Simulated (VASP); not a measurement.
# HgTe (Coloradoite) (F-43m) in VASP: notebook

The runs below take HgTe (Coloradoite) through relaxation of cell and atoms, relaxation of the atoms, with PBEsol.

All numbers are computed with VASP 6.6.1; they aren't measurements. Logs are shortened: lines on timing, memory, paths and dates and some standing lists are left out, and cuts for length are marked.

### Step 1. Starting point

The structure is cubic, space group F-43m (No. 216). The conventional cell has a = 6.429 Å, b = 6.429 Å, c = 6.429 Å, α = 90.00°, β = 90.00°, γ = 90.00°. Hg (site symmetry -43m) has 4 Te at 2.78 Å as nearest neighbours. Te (site symmetry -43m) has 4 Hg at 2.78 Å as nearest neighbours.

### Step 2. Relaxation of cell and atoms, PBEsol

Input file INCAR:

```
ALGO = Normal ; EDIFF = 1E-6
EDIFFG = -0.01 ; ENCUT = 600
GGA = PS ; IBRION = 2
ISIF = 3 ; ISMEAR = 0
LASPH = True ; LCHARG = False
LREAL = False ; LWAVE = False
NELM = 80 ; NSW = 90
PREC = Accurate ; SIGMA = 0.03
```

Input file KPOINTS:

```
k-points
0
Gamma
  10 10 10
```

Input file POSCAR:

```
HgTe
1.0
    0.0000000000      3.2145000000      3.2145000000
    3.2145000000      0.0000000000      3.2145000000
    3.2145000000      3.2145000000      0.0000000000
Hg Te
1 1
Direct
    0.0000000000      0.0000000000      0.0000000000
    0.2500000000      0.2500000000      0.2500000000
```

Potentials or basis: VASP PAW PBE potentials, release 64 (Hg, Te).

On the command line:

```console
$ cat potpaw_PBE.64/Hg/POTCAR potpaw_PBE.64/Te/POTCAR > POTCAR
$ mpirun -np 1 vasp_std > vasp.out
```

OUTCAR:

```text
EDIFF = 1E-6
   EDIFFG = -0.01
   ENCUT = 600
   GGA = PS
   IBRION = 2
   ISIF = 3
   ISMEAR = 0
   LASPH = True
   LREAL = False
   NELM = 80
   NSW = 90
   PREC = Accurate

 ion  position               nearest neighbor table
   1  0.000  0.000  0.000-   2 2.78   2 2.78   2 2.78   2 2.78
   2  0.250  0.250  0.250-   1 2.78   1 2.78   1 2.78   1 2.78

  LATTYP: Found a face centered cubic cell.
 ALAT       =     6.4290000000

  Lattice vectors:

 A1 = (   0.0000000000,   3.2145000000,   3.2145000000)
 A2 = (   3.2145000000,   0.0000000000,   3.2145000000)
 A3 = (   3.2145000000,   3.2145000000,   0.0000000000)

Analysis of symmetry for initial positions (statically):
=====================================================================
 Subroutine PRICEL returns:
 Original cell was already a primitive cell.

 Routine SETGRP: Setting up the symmetry group for a
 face centered cubic supercell.

 Subroutine GETGRP returns: Found 24 space group operations
 (whereof 24 operations were pure point group operations)
 out of a pool of 48 trial point group operations.

The static configuration has the point symmetry T_d .

Analysis of symmetry for dynamics (positions and initial velocities):
=====================================================================
 Subroutine PRICEL returns:
 Original cell was already a primitive cell.

 Routine SETGRP: Setting up the symmetry group for a
 face centered cubic supercell.

 Subroutine GETGRP returns: Found 24 space group operations
 (whereof 24 operations were pure point group operations)
 out of a pool of 48 trial point group operations.

The dynamic configuration has the point symmetry T_d .

 Subroutine INISYM returns: Found 24 space group operations
 (whereof 24 operations are pure point group operations),
 and found     1 'primitive' translations

----------------------------------------------------------------------------------------

                                     Primitive cell

  volume of cell :      66.4309

  direct lattice vectors                    reciprocal lattice vectors
     0.000000000  3.214500000  3.214500000    -0.155545186  0.155545186  0.155545186
     3.214500000  0.000000000  3.214500000     0.155545186 -0.155545186  0.155545186
     3.214500000  3.214500000  0.000000000     0.155545186  0.155545186 -0.155545186

  length of vectors
     4.545989496  4.545989496  4.545989496     0.269412165  0.269412165  0.269412165

  position of ions in fractional coordinates (direct lattice)
     0.000000000  0.000000000  0.000000000
     0.250000000  0.250000000  0.250000000

  ion indices of the primitive-cell ions
   primitive index   ion index
                 1           1
                 2           2

----------------------------------------------------------------------------------------

 KPOINTS: k-points

Automatic generation of k-mesh.
 Grid dimensions read from file:
 generate k-points for:   10   10   10

 Generating k-lattice:

  Cartesian coordinates                     Fractional coordinates (reciprocal lattice)
    -0.015554519  0.015554519  0.015554519     0.100000000  0.000000000  0.000000000
     0.015554519 -0.015554519  0.015554519     0.000000000  0.100000000  0.000000000
     0.015554519  0.015554519 -0.015554519     0.000000000  0.000000000  0.100000000

  Length of vectors
     0.026941216  0.026941216  0.026941216

  Shift w.r.t. Gamma in fractional coordinates (k-lattice)
     0.000000000  0.000000000  0.000000000

 Subroutine IBZKPT returns following result:
 ===========================================

 Found     47 irreducible k-points:

 Following reciprocal coordinates:
            Coordinates               Weight
  0.000000  0.000000  0.000000      1.000000
  0.100000  0.000000  0.000000      8.000000
  0.200000  0.000000  0.000000      8.000000
  0.300000  0.000000  0.000000      8.000000
  0.400000  0.000000  0.000000      8.000000
  0.500000  0.000000  0.000000      4.000000
[... 16 lines left out ...]
  0.300000  0.300000  0.000000      6.000000
  0.400000  0.300000  0.000000     24.000000
 [... further k-points ...]
   k-points           NKPTS =     47   k-points in BZ     NKDIM =     47   number of bands    NBANDS=     13
   number of dos      NEDOS =    301   number of ions     NIONS =      2
   total plane-waves  NPLWV =  46656
   dimension x,y,z NGX =    36 NGY =   36 NGZ =   36
   dimension x,y,z NGXF=    72 NGYF=   72 NGZF=   72
   ions per type =               1   1
   NGX,Y,Z   is equivalent  to a cutoff of  13.17, 13.17, 13.17 a.u.
   NGXF,Y,Z  is equivalent  to a cutoff of  26.33, 26.33, 26.33 a.u.
 SYSTEM =  unknown system
   PREC   = accura    normal or accurate (medium, high low for compatibility)
   ISTART =      0    job   : 0-new  1-cont  2-samecut
   ICHARG =      2    charge: 1-file 2-atom 10-const
   ISPIN  =      1    spin polarized calculation?
   LNONCOLLINEAR =      F non collinear calculations
   LSORBIT =      F    spin-orbit coupling
   LASPH  =      T    aspherical Exc in radial PAW
   ENCUT  =  600.0 eV  44.10 Ry    6.64 a.u.   9.08  9.08  9.08*2*pi/ulx,y,z
   NELM   =     80;   NELMIN=  2; NELMDL= -5     # of ELM steps
   EDIFF  = 0.1E-05   stopping-criterion for ELM
   LREAL  =      F    real-space projection
   EDIFFG = -.1E-01   stopping-criterion for IOM
   NSW    =     90    number of steps for IOM
   IBRION =      2    ionic relax: 0-MD 1-quasi-New 2-CG
   NFREE  =      1    steps in history (QN), initial steepest desc. (CG)
   ISIF   =      3    stress and relaxation
   ISYM   =      2    0-nonsym 1-usesym 2-fastsym
   POTIM  = 0.5000    time-step for ionic-motion
   TEBEG  =    0.0;   TEEND  =   0.0 temperature during run
   PSTRESS=    0.0 pullay stress
   NELECT =      18.0000    total number of electrons
   NUPDOWN=      -1.0000    fix difference up-down
   EMIN   =  10.00;   EMAX   =-10.00  energy-range for DOS
   EFERMI =   0.00;   METHOD = LEGACY
   ISMEAR =     0;   SIGMA  =   0.03  broadening in eV -4-tet -1-fermi 0-gaus
   EFERMI_NEDOS =   21; number of points for ismear=-14 and -15
   IALGO  =     38    algorithm
   IMIX   =      4    mixing-type and parameters
     AMIX     =   0.40;   BMIX     =  1.00
     AMIX_MAG =   1.60;   BMIX_MAG =  1.00
  volume/ion in A,a.u.               =      33.22       224.15
  Fermi-wavevector in a.u.,A,eV,Ry     =   1.059357  2.001894 15.268958  1.122237
  Thomas-Fermi vector in A             =   2.194699
   LORBIT       =      0    0 simple, 1 ext, 2 COOP (PROOUT), +10 PAW based schemes
   GGA     = PS    functional components
   LHFCALC =     F    Hartree Fock is set to
   AEXX    =    0.0000 exact exchange contribution
   IVDW    =     0    specifies the selected vdW correction
   LEPSILON=     F    determine dielectric tensor
   LRPA    =     F    only Hartree local field effects (RPA)
 conjugate gradient relaxation of ions
 non-spin polarized calculation
 Gauss-broadening in eV      SIGMA  =   0.03
  energy-cutoff  :      600.00
  volume of cell :       66.43
 maximum number of plane-waves:      2252
   NGX = 19   NGY = 19   NGZ = 19

--------------------------------------- Ionic step        1  -------------------------------------------

 number of electron      18.0000000 magnetization

 Free energy of the ion-electron system (eV)
  ---------------------------------------------------
  ext. energy  EPLUGINS =         0.00000000
  ---------------------------------------------------
  free energy    TOTEN  =        -4.36100021 eV

  energy without entropy =       -4.36095393  energy(sigma->0) =       -4.36097707

------------------------ aborting loop because EDIFF is reached ----------------------------------------

  FORCE on cell =-STRESS in cart. coord.  units (eV):
  Direction    XX          YY          ZZ          XY          YZ          ZX
  --------------------------------------------------------------------------------------
  -------------------------------------------------------------------------------------
  Total        0.7815624      0.7815624      0.7815624      0.0000000     -0.0000000      0.0000000
  in kB       18.8496781     18.8496781     18.8496781      0.0000000     -0.0000000      0.0000000
  external PRESSURE =      18.8496781 kB  Pullay stress =       0.0000000 kB
[... 57 lines left out ...]
  energy  without entropy=       -4.3742237742  energy(sigma->0) =       -4.37424691

--------------------------------------- Ionic step        3  -------------------------------------------

 number of electron      18.0000002 magnetization

 Free energy of the ion-electron system (eV)
  ---------------------------------------------------
  ext. energy  EPLUGINS =         0.00000000
  ---------------------------------------------------
  free energy    TOTEN  =        -4.37647681 eV

  energy without entropy =       -4.37643053  energy(sigma->0) =       -4.37645367

 E-fermi :   2.7101     XC(G=0):  -8.8275

 val. band max:        2.7009540028   @ k =   0.0000   0.0000   0.0000
 cond. band min:       3.1800934857   @ k =   0.1000   0.0000   0.0000
 fundamental gap:      0.4791394829
 Fermi energy:         2.7100910943

 k-point     1 :       0.0000    0.0000    0.0000
  band No.  band energies     occupation
      1      -9.1519      2.00000
      2      -4.5062      2.00000
      3      -4.5062      2.00000
      4      -4.5062      2.00000
      5      -3.9993      2.00000
      6      -3.9993      2.00000
      7       1.8399      2.00000
      8       2.7010      1.33333
      9       2.7010      1.33333
     10       2.7010      1.33333
     11       6.9246      0.00000
     12       6.9246      0.00000
     13       6.9246      0.00000
[... 353 lines left out ...]
 k-point    24 :       0.4000    0.3000    0.0000
  band No.  band energies     occupation
      1      -8.5697      2.00000
      2      -4.3579      2.00000
      3      -4.2674      2.00000
      4      -4.2394      2.00000
      5      -3.9547      2.00000
      6      -3.9090      2.00000
      7      -1.7829      2.00000
      8       0.7338      2.00000
      9       0.9187      2.00000
     10       4.7345      0.00000
     11       5.6470      0.00000
     12       9.0663      0.00000
     13       9.8170      0.00000

 [... further k-points ...]

------------------------ aborting loop because EDIFF is reached ----------------------------------------

  FORCE on cell =-STRESS in cart. coord.  units (eV):
  Direction    XX          YY          ZZ          XY          YZ          ZX
  --------------------------------------------------------------------------------------
  -------------------------------------------------------------------------------------
  Total        0.0001997      0.0001997      0.0001997      0.0000000      0.0000000      0.0000000
  in kB        0.0046263      0.0046263      0.0046263      0.0000000      0.0000000      0.0000000
  external PRESSURE =       0.0046263 kB  Pullay stress =       0.0000000 kB
[... 17 lines left out ...]
  FREE ENERGIE OF THE ION-ELECTRON SYSTEM (eV)
  ---------------------------------------------------
  free  energy   TOTEN  =        -4.3764768106 eV

  energy  without entropy=       -4.3764305319  energy(sigma->0) =       -4.37645367

 reached required accuracy - stopping structural energy minimisation
```

Wall time 2 min (1 thread of AMD EPYC 7R13 (Zen 3), shared host); peak memory 0.22 GiB.

What came out:

- Free energy: -4.3765 eV
- Relaxed volume: 34.58 Å³/atom
- Relaxed cell: a = 4.608 Å, b = 4.608 Å, c = 4.608 Å, α = 60.00°, β = 60.00°, γ = 60.00°
- Space group after relaxing (to 0.05 Å): F-43m (No. 216)
- Energy gained by relaxing: 7.7 meV/atom
- Ionic steps: 3
- Pressure after relaxing: 0.0 GPa
- Band gap on the k mesh: none (metal or under the smearing width)

Step by step:
```
step  energy change (eV)  largest force (eV/Å)  pressure (GPa)  volume (Å³)
   1              0.0000                0.0000            1.88        66.43
   2             -0.0133                0.0000           -0.63        70.26
   3             -0.0155                0.0000            0.00        69.17
```

Final structure:
```
CELL_PARAMETERS angstrom
0.00000 3.25801 3.25801
3.25801 0.00000 3.25801
3.25801 3.25801 0.00000
ATOMIC_POSITIONS crystal
Hg 0.00000 0.00000 0.00000
Te 0.25000 0.25000 0.25000
```

Caveat: the PAW data sets were made with another functional, which shifts forces and pressure a little. The run has no spin-orbit coupling, so splittings on Hg, Te are missing.

### Step 3. Relaxation of cell and atoms, PBEsol

This run uses another cell than the first one, of 34.58 Å³/atom, 1.041 times its volume.

Edit INCAR of step 2 so:

```diff
@@ -1,3 +1,3 @@
-ALGO = Normal ; EDIFF = 1E-6
-EDIFFG = -0.01 ; ENCUT = 600
+ALGO = Normal ; EDIFF = 1E-7
+EDIFFG = -0.005 ; ENCUT = 600
 GGA = PS ; IBRION = 2
```

KPOINTS is that of step 2.

Input file POSCAR:

```
HgTe                                    
1.0
   -0.0000000000      3.2580088202      3.2580088202
    3.2580088202     -0.0000000000      3.2580088202
    3.2580088202      3.2580088202      0.0000000000
  Hg              Te            
     1     1
Direct
     0.0000000000000000    0.0000000000000000    0.0000000000000000
     0.2500000000000000    0.2500000000000000    0.2500000000000000
```

Potentials or basis: VASP PAW PBE potentials, release 64 (Hg, Te).

On the command line:

```console
$ cat potpaw_PBE.64/Hg/POTCAR potpaw_PBE.64/Te/POTCAR > POTCAR
$ mpirun -np 1 vasp_std > vasp.out
```

OUTCAR:

```text
EDIFF = 1E-7
   EDIFFG = -0.005
   ENCUT = 600
   GGA = PS
   IBRION = 2
   ISIF = 3
   ISMEAR = 0
   LASPH = True
   LREAL = False
   NELM = 80
   NSW = 90
   PREC = Accurate

 ion  position               nearest neighbor table
   1  0.000  0.000  0.000-   2 2.82   2 2.82   2 2.82   2 2.82
   2  0.250  0.250  0.250-   1 2.82   1 2.82   1 2.82   1 2.82

  LATTYP: Found a face centered cubic cell.
 ALAT       =     6.5160176404

  Lattice vectors:

 A1 = (   0.0000000000,   3.2580088202,   3.2580088202)
 A2 = (   3.2580088202,   0.0000000000,   3.2580088202)
 A3 = (   3.2580088202,   3.2580088202,   0.0000000000)

Analysis of symmetry for initial positions (statically):
=====================================================================
 Subroutine PRICEL returns:
 Original cell was already a primitive cell.

 Routine SETGRP: Setting up the symmetry group for a
 face centered cubic supercell.

 Subroutine GETGRP returns: Found 24 space group operations
 (whereof 24 operations were pure point group operations)
 out of a pool of 48 trial point group operations.

The static configuration has the point symmetry T_d .

Analysis of symmetry for dynamics (positions and initial velocities):
[... 182 lines left out ...]
     12       6.9245      0.00000
     13       6.9245      0.00000
[... 354 lines left out ...]
  band No.  band energies     occupation
      1      -8.5701      2.00000
      2      -4.3579      2.00000
      3      -4.2673      2.00000
      4      -4.2393      2.00000
      5      -3.9546      2.00000
      6      -3.9090      2.00000
      7      -1.7830      2.00000
      8       0.7336      2.00000
      9       0.9184      2.00000
     10       4.7342      0.00000
     11       5.6466      0.00000
     12       9.0659      0.00000
     13       9.8169      0.00000

 [... further k-points ...]

------------------------ aborting loop because EDIFF is reached ----------------------------------------

  FORCE on cell =-STRESS in cart. coord.  units (eV):
  Direction    XX          YY          ZZ          XY          YZ          ZX
  --------------------------------------------------------------------------------------
  -------------------------------------------------------------------------------------
  Total        0.0011709      0.0011709      0.0011709      0.0000000      0.0000000      0.0000000
  in kB        0.0271240      0.0271240      0.0271240      0.0000000      0.0000000      0.0000000
  external PRESSURE =       0.0271240 kB  Pullay stress =       0.0000000 kB

 VOLUME and BASIS-vectors are now :
 -----------------------------------------------------------------------------
  energy-cutoff  :      600.00
  volume of cell :       69.17
      direct lattice vectors                 reciprocal lattice vectors
     0.000000000  3.258008820  3.258008820    -0.153467970  0.153467970  0.153467970
     3.258008820  0.000000000  3.258008820     0.153467970 -0.153467970  0.153467970
     3.258008820  3.258008820  0.000000000     0.153467970  0.153467970 -0.153467970

 POSITION                                       TOTAL-FORCE (eV/Angst)
 -----------------------------------------------------------------------------------
      0.00000      0.00000      0.00000         0.000000     -0.000000     -0.000000
      1.62900      1.62900      1.62900        -0.000000      0.000000      0.000000
 -----------------------------------------------------------------------------------
    total drift:                                0.000000      0.000000      0.000000

  FREE ENERGIE OF THE ION-ELECTRON SYSTEM (eV)
  ---------------------------------------------------
  free  energy   TOTEN  =        -4.3767116241 eV

  energy  without entropy=       -4.3766653454  energy(sigma->0) =       -4.37668848

 reached required accuracy - stopping structural energy minimisation
```

Run time: 72 s. Hardware: 1 thread of AMD EPYC 7R13 (Zen 3), shared host; peak memory 0.24 GiB.

What came out:

| Item | Value |
| --- | --- |
| Free energy | -4.3767 eV |
| Pressure after relaxing | 0.0 GPa |
| Band gap on the k mesh | none (metal or under the smearing width) |

Final structure:
```cif
data_structure
_symmetry_space_group_name_H-M 'P 1'
_symmetry_Int_Tables_number 1
_cell_length_a 4.6075
_cell_length_b 4.6075
_cell_length_c 4.6075
_cell_angle_alpha 60.000
_cell_angle_beta 60.000
_cell_angle_gamma 60.000
_cell_volume 69.17
loop_
_atom_site_label
_atom_site_type_symbol
_atom_site_fract_x
_atom_site_fract_y
_atom_site_fract_z
_atom_site_occupancy
Hg1 Hg 0.00000 0.00000 0.00000 1
Te1 Te 0.25000 0.25000 0.25000 1
```

Caveat: the relaxation stopped at its first step, so nothing moved; the PAW data sets were made with another functional, which shifts forces and pressure a little.

(Continued in part 2 of 2.)
